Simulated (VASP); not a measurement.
# AlN in VASP: one cell, several levels of theory, part 2 of 2

VASP 6.6.1, plane waves, PAW. The steps go on from the part before.

## 3. r2SCAN

Input file INCAR:

```
ENCUT = 520.000000
SIGMA = 0.010000
EDIFF = 1.00e-07
ALGO = Normal
METAGGA = R2SCAN
PREC = Accurate
IBRION = -1
ISIF = 2
ISMEAR = 0
NBANDS = 11
NELM = 120
NSW = 0
LASPH = .TRUE.
LCHARG = .TRUE.
LELF = .TRUE.
LWAVE = .FALSE.
LREAL = .FALSE.
```

Input file KPOINTS:

```
KPOINTS created by Atomic Simulation Environment
0
Gamma
10 10 10
0 0 0
```

Input file KPOINTS_OPT:

```
special points
8
Reciprocal
0.0000000000 0.0000000000 0.0000000000 1
-0.5000000000 -0.5000000000 0.0000000000 1
-0.3750000000 -0.3750000000 0.2500000000 1
-0.3750000000 0.0000000000 0.3750000000 1
0.0000000000 0.0000000000 0.5000000000 1
-0.5000000000 -0.2500000000 0.2500000000 1
0.0833330000 0.0833330000 0.1666670000 1
0.0000000000 0.5000000000 0.5000000000 1
```

Input file POSCAR:

```
Al N
 1.0000000000000000
     0.0000000000000000    2.1182377502000000    2.1848764830000000
     2.1182377502000000    0.0000000000000000    2.1848764830000000
     2.1182377502000000    2.1182377502000000    0.0000000000000000
 Al  N
   1   1
Cartesian
  0.0000000000000000  0.0000000000000000  0.0000000000000000
  3.1773566252999998  3.1773566252999998  3.2773147245000001
```

On the command line:

```console
> mpirun -np 1 vasp_std
```

Standard output, without the iteration lines:

```text
POSCAR found type information on POSCAR AlN
 POSCAR found :  2 types and       2 ions
 -----------------------------------------------------------------------------
|                                                                             |
|                                                                             |
|     You enforced a specific xc type in the INCAR file but a different       |
|     I HOPE YOU KNOW WHAT YOU ARE DOING!                                     |
|                                                                             |
 -----------------------------------------------------------------------------

 LDA part: xc-table for (None), standard interpolation
 POSCAR, INCAR and KPOINTS ok, starting setup
 FFT: planning ... GRIDC
 FFT: planning ... GRID_SOFT
 FFT: planning ... GRID
 WAVECAR not read
 entering main loop
 Start KPOINTS_OPT (optional k-point list driver)
k-point batch [1-8\8]
```

OSZICAR:

```text
N       E                     dE             d eps       ncg     rms          rms(c)
DAV:   1     0.615749555241E+01    0.61575E+01   -0.40352E+03  2292   0.627E+02
DAV:   2    -0.226077987543E+02   -0.28765E+02   -0.27274E+02  2720   0.146E+02
DAV:   3    -0.235195480823E+02   -0.91175E+00   -0.91054E+00  2779   0.244E+01
DAV:   4    -0.235249714234E+02   -0.54233E-02   -0.54229E-02  2565   0.203E+00
DAV:   5    -0.235250428358E+02   -0.71412E-04   -0.71412E-04  2745   0.220E-01    0.926E+00
DAV:   6    -0.189981968689E+02    0.45268E+01   -0.86146E+00  2617   0.151E+01    0.382E+00
DAV:   7    -0.190992874587E+02   -0.10109E+00   -0.50815E-01  2622   0.486E+00    0.250E+00
DAV:   8    -0.191220585130E+02   -0.22771E-01   -0.44713E-02  2394   0.179E+00    0.699E-01
DAV:   9    -0.191202575859E+02    0.18009E-02   -0.75102E-03  2712   0.531E-01    0.151E-01
DAV:  10    -0.191204577593E+02   -0.20017E-03   -0.41195E-04  2553   0.152E-01    0.371E-02
DAV:  11    -0.191204462048E+02    0.11554E-04   -0.25592E-05  2736   0.314E-02    0.225E-02
DAV:  12    -0.191204330357E+02    0.13169E-04   -0.28304E-06  2484   0.126E-02    0.137E-02
DAV:  13    -0.191204385584E+02   -0.55226E-05   -0.17980E-07  2598   0.283E-03    0.189E-03
DAV:  14    -0.191204385347E+02    0.23688E-07   -0.55321E-09  1452   0.658E-04
   1 F= -.19120439E+02 E0= -.19120439E+02  d E =-.422800-138
       N       E                     dE             ncg
DAV:   1     0.111253691221E+04   -0.22005E+04      176
DAV:   2     0.886629174825E+03   -0.22591E+03      200
DAV:   3     0.879546083008E+03   -0.70831E+01      221
DAV:   4     0.879490158885E+03   -0.55924E-01      209
DAV:   5     0.879489254227E+03   -0.90466E-03      215
DAV:   6     0.879489236083E+03   -0.18144E-04      223
DAV:   7     0.879489235745E+03   -0.33801E-06      209
DAV:   8     0.879489235737E+03   -0.80918E-08      196
```

Parts of OUTCAR:

```text
k-points           NKPTS =    102   k-points in BZ     NKDIM =    102   number of bands    NBANDS=     11

   NELECT =       8.0000    total number of electrons

   dimension x,y,z NGX =    24 NGY =   24 NGZ =   24
   dimension x,y,z NGXF=    48 NGYF=   48 NGZF=   48

  energy-cutoff  :      520.00
  volume of cell :       19.61
      direct lattice vectors                 reciprocal lattice vectors
     0.000000000  2.118237750  2.184876483    -0.236045269  0.236045269  0.228845888
     2.118237750  0.000000000  2.184876483     0.236045269 -0.236045269  0.228845888
     2.118237750  2.118237750  0.000000000     0.236045269  0.236045269 -0.228845888

 k-points in reciprocal lattice and weights: KPOINTS created by Atomic Simulation Env
   0.00000000  0.00000000  0.00000000       0.001
   0.10000000  0.00000000  0.00000000       0.008
   0.20000000  0.00000000  0.00000000       0.008
   0.30000000 -0.00000000  0.00000000       0.008
   0.40000000  0.00000000  0.00000000       0.008
   0.50000000  0.00000000  0.00000000       0.004
   0.10000000  0.10000000  0.00000000       0.002
   0.20000000  0.10000000  0.00000000       0.008
[... 94 more k-points ...]

 E-fermi :   6.5124

 k-point     1 :       0.0000    0.0000    0.0000
  band No.  band energies     occupation
      1      -9.8270      2.00000
      2       6.1829      2.00000
      3       6.3262      2.00000
      4       6.3262      2.00000
      5      11.7450      0.00000
      6      20.4265      0.00000
      7      20.4265      0.00000
      8      20.4620      0.00000
      9      24.7183      0.00000
     10      25.8676      0.00000
     11      26.3628      0.00000

 k-point     2 :       0.1000    0.0000    0.0000
  band No.  band energies     occupation
      1      -9.6692      2.00000
      2       5.4679      2.00000
      3       6.1713      2.00000
      4       6.2838      2.00000
      5      12.3924      0.00000
      6      20.0246      0.00000
      7      20.5825      0.00000
      8      20.6020      0.00000
      9      23.5718      0.00000
     10      24.4705      0.00000
     11      26.4221      0.00000

 k-point     3 :       0.2000    0.0000    0.0000
  band No.  band energies     occupation
      1      -9.2204      2.00000
      2       3.7956      2.00000
      3       6.0098      2.00000
      4       6.1779      2.00000
      5      13.5549      0.00000
      6      19.1631      0.00000
      7      20.2619      0.00000
      8      20.5995      0.00000
      9      23.4263      0.00000
     10      23.7517      0.00000
     11      25.5834      0.00000

 k-point     4 :       0.3000   -0.0000    0.0000
  band No.  band energies     occupation
      1      -8.5698      2.00000
      2       2.0402      2.00000
      3       5.8277      2.00000
      4       6.0561      2.00000
      5      14.4435      0.00000
      6      18.3185      0.00000
      7      19.3820      0.00000
      8      19.8606      0.00000
      9      24.8232      0.00000
     10      24.8609      0.00000
     11      25.5966      0.00000

 k-point     5 :       0.4000    0.0000    0.0000
  band No.  band energies     occupation
      1      -7.9214      2.00000
      2       0.6639      2.00000
      3       5.6900      2.00000
      4       5.9640      2.00000
      5      14.8945      0.00000
      6      17.7474      0.00000
      7      18.6647      0.00000
      8      19.1802      0.00000
      9      25.9792      0.00000
     10      26.8813      0.00000
     11      27.2223      0.00000

 k-point     6 :       0.5000    0.0000    0.0000
  band No.  band energies     occupation
      1      -7.6280      2.00000
      2       0.1185      2.00000
      3       5.6393      2.00000
      4       5.9304      2.00000
      5      15.0239      0.00000
      6      17.5519      0.00000
      7      18.3885      0.00000
      8      18.9322      0.00000
      9      26.4412      0.00000
     10      28.4384      0.00000
     11      28.7604      0.00000

 k-point     7 :       0.1000    0.1000    0.0000
  band No.  band energies     occupation
      1      -9.6254      2.00000
      2       5.4312      2.00000
      3       6.1269      2.00000
      4       6.1269      2.00000
      5      12.5511      0.00000
      6      19.8713      0.00000
      7      20.7766      0.00000
      8      20.7766      0.00000
      9      21.5295      0.00000
     10      26.1852      0.00000
     11      28.1684      0.00000

 k-point     8 :       0.2000    0.1000    0.0000
  band No.  band energies     occupation
      1      -9.2815      2.00000
      2       4.2533      2.00000
      3       5.9348      2.00000
      4       5.9615      2.00000
      5      13.4424      0.00000
      6      19.1805      0.00000
      7      19.7355      0.00000
      8      21.0405      0.00000
      9      21.7792      0.00000
     10      25.6200      0.00000
     11      27.3661      0.00000

 k-point     9 :       0.3000    0.1000    0.0000
  band No.  band energies     occupation
      1      -8.7006      2.00000
      2       2.6453      2.00000
      3       5.7107      2.00000
      4       5.7837      2.00000
      5      14.3401      0.00000
      6      17.8621      0.00000
      7      19.4437      0.00000
      8      20.6797      0.00000
      9      23.0854      0.00000
     10      26.0676      0.00000
     11      26.7707      0.00000

 k-point    10 :       0.4000    0.1000    0.0000
  band No.  band energies     occupation
      1      -8.0370      2.00000
      2       1.1909      2.00000
      3       5.4092      2.00000
      4       5.7257      2.00000
      5      14.9747      0.00000
      6      16.8214      0.00000
      7      19.5062      0.00000
      8      19.9404      0.00000
      9      24.7432      0.00000
     10      27.0649      0.00000
     11      27.6764      0.00000

 k-point    11 :       0.5000    0.1000    0.0000
  band No.  band energies     occupation
      1      -7.5885      2.00000
      2       0.3512      2.00000
      3       5.1624      2.00000
      4       5.7768      2.00000
      5      15.4601      0.00000
      6      16.2288      0.00000
      7      19.4031      0.00000
      8      19.4940      0.00000
      9      26.4479      0.00000
     10      27.8142      0.00000
     11      28.5372      0.00000

 k-point    12 :      -0.4000    0.1000    0.0000
  band No.  band energies     occupation
      1      -7.6710      2.00000
      2       0.5027      2.00000
      3       5.0483      2.00000
      4       5.9186      2.00000
      5      15.4075      0.00000
      6      16.6111      0.00000
      7      19.2940      0.00000
      8      19.3857      0.00000
      9      26.4977      0.00000
     10      26.6202      0.00000
     11      28.6166      0.00000

 k-point    13 :      -0.3000    0.1000    0.0000
  band No.  band energies     occupation
      1      -8.2178      2.00000
      2       1.5672      2.00000
      3       5.1060      2.00000
      4       6.1035      2.00000
      5      14.9822      0.00000
      6      17.6712      0.00000
      7      19.2732      0.00000
      8      19.6854      0.00000
      9      24.2332      0.00000
     10      25.9869      0.00000
     11      27.6703      0.00000

 k-point    14 :      -0.2000    0.1000    0.0000
  band No.  band energies     occupation
      1      -8.8813      2.00000
      2       3.1032      2.00000
      3       5.3373      2.00000
      4       6.2650      2.00000
      5      14.2374      0.00000
      6      18.8251      0.00000
      7      19.5213      0.00000
      8      20.5210      0.00000
      9      22.5774      0.00000
     10      25.2900      0.00000
     11      26.7023      0.00000

 k-point    15 :      -0.1000    0.1000    0.0000
  band No.  band energies     occupation
      1      -9.4060      2.00000
      2       4.6074      2.00000
      3       5.7238      2.00000
      4       6.3370      2.00000
      5      13.1903      0.00000
      6      19.4676      0.00000
      7      20.4519      0.00000
      8      20.8571      0.00000
      9      22.6373      0.00000
     10      24.3737      0.00000
     11      27.0540      0.00000

 k-point    16 :       0.2000    0.2000    0.0000
  band No.  band energies     occupation
      1      -9.0534      2.00000
      2       3.9744      2.00000
      3       5.6465      2.00000
      4       5.6465      2.00000
      5      13.5069      0.00000
      6      18.7933      0.00000
      7      18.8525      0.00000
      8      21.6703      0.00000
      9      21.6703      0.00000
     10      27.1353      0.00000
     11      29.8330      0.00000

[... the tables of k-points 17 to 102 left out ...]

  Total        1.9402363      1.9402363      1.3522757      0.0000000      0.0000000      0.0000000
  in kB      158.5473232    158.5473232    110.5018484      0.0000000      0.0000000      0.0000000
  external PRESSURE =     142.5321649 kB  Pullay stress =       0.0000000 kB

 POSITION                                       TOTAL-FORCE (eV/Angst)
 -----------------------------------------------------------------------------------
      0.00000      0.00000      0.00000        -0.000000     -0.000000      0.000000
      3.17736      3.17736      3.27731         0.000000      0.000000     -0.000000
 -----------------------------------------------------------------------------------
    total drift:                                0.000000      0.000000      0.000001

  FREE ENERGIE OF THE ION-ELECTRON SYSTEM (eV)
  ---------------------------------------------------
  free  energy   TOTEN  =       -19.1204385347 eV

  energy  without entropy=      -19.1204385347  energy(sigma->0) =      -19.12043853
```

Hardware: 1 MPI rank of Intel Xeon Platinum 8488C, shared host.

The levels at the points of KPOINTS_OPT are read from vasprun.xml.

Levels at the named points, in eV from the top of band v (v: the last filled band by count, c: the next):

| point | v−1 | v | c | c+1 |
| --- | --- | --- | --- | --- |
| Γ | -0.01 | -0.01 | 5.41 | 14.09 |
| X | -1.75 | -1.75 | 4.03 | 10.13 |
| U | -3.85 | -1.32 | 6.08 | 11.70 |
| K | -3.91 | -1.59 | 5.82 | 11.27 |
| L | -0.70 | -0.41 | 8.69 | 11.21 |
| W | -3.69 | -2.87 | 6.93 | 12.64 |

The r2SCAN gap is 3.87 eV and indirect ((0.08, 0.08, 0.17) to (0.00, 0.50, 0.50)), with 5.42 eV as the least direct one. The pressure is 14.25 GPa; the forces vanish within 0.01 eV/Å.

Axes a, b and c in the maps are those of this run's conventional cell (a, b, c = 2.996, 2.996, 4.370 Å).

Density in a lattice plane of the grid's cell (edges 3.00 and 4.37 Å, at 0.000 of the third edge), which holds Al and N.

Ten even steps from '0' (0.01 e/Å³) to '9' (3.75 e/Å³):
```
0000011111110000
0001123333321100
0001235676532100
0001247999742100
0001258999852100
0001247999742100
0000124676421000
0000012333210000
0000001111100000
0000000000000000
0000000000000000
0000000000000000
0000000000000000
0000000000000000
0000000000000000
0000000000000000
0000000000000000
0000000000000000
0000000000000000
0000000000000000
```
Columns run along the first of these edges and rows up along the second, over one cell in 16 and 20 even steps from the bottom left corner. Atoms in the plane (fractional): Al at (0.00, 0.00), N at (0.50, 0.75).

ELF in the same plane.

Ten even steps from '0' (0.00) to '9' (0.89):
```
0026899989998520
0158999999999851
0269999878999962
1379998535899973
1268997202799862
1257887534788752
0136888878888631
0024688999886420
0012568888865210
0001246777642100
0000123454321000
0000001121100000
0000000000000000
1111000000000111
1111100000001111
1111110000011111
0000110000011000
0000011222110000
0000134454431000
0001467777764100
```
Columns run along the first of these edges and rows up along the second, over one cell in 16 and 20 even steps from the bottom left corner. Atoms in the plane (fractional): Al at (0.00, 0.00), N at (0.50, 0.75).

Both are smooth fields of the valence electrons: close to the nuclei they are not physical.

Outside the cores ELF peaks at 0.89 on the N–Al line, 0.8 Å from N.

## 4. Results

The summary covers parts 1 to 2.

| level | gap (eV) | pressure (GPa) | Ansatz: gap (eV) | Ansatz: pressure (GPa) |
| --- | --- | --- | --- | --- |
| PBE | 3.24 | 18.95 | 3.25 | 19.18 |
| r2SCAN | 3.87 | 14.25 | 3.88 | 14.59 |

In words: The gap runs from 3.24 eV (PBE) to 3.87 eV (r2SCAN). The pressure is highest with PBE (19.0 GPa) and lowest with r2SCAN (14.3 GPa), which orders the cells that they would relax to. The two programs agree on the gap within 0.02 eV, far less than the spread between functionals. Datasets and cutoffs are each program's own.
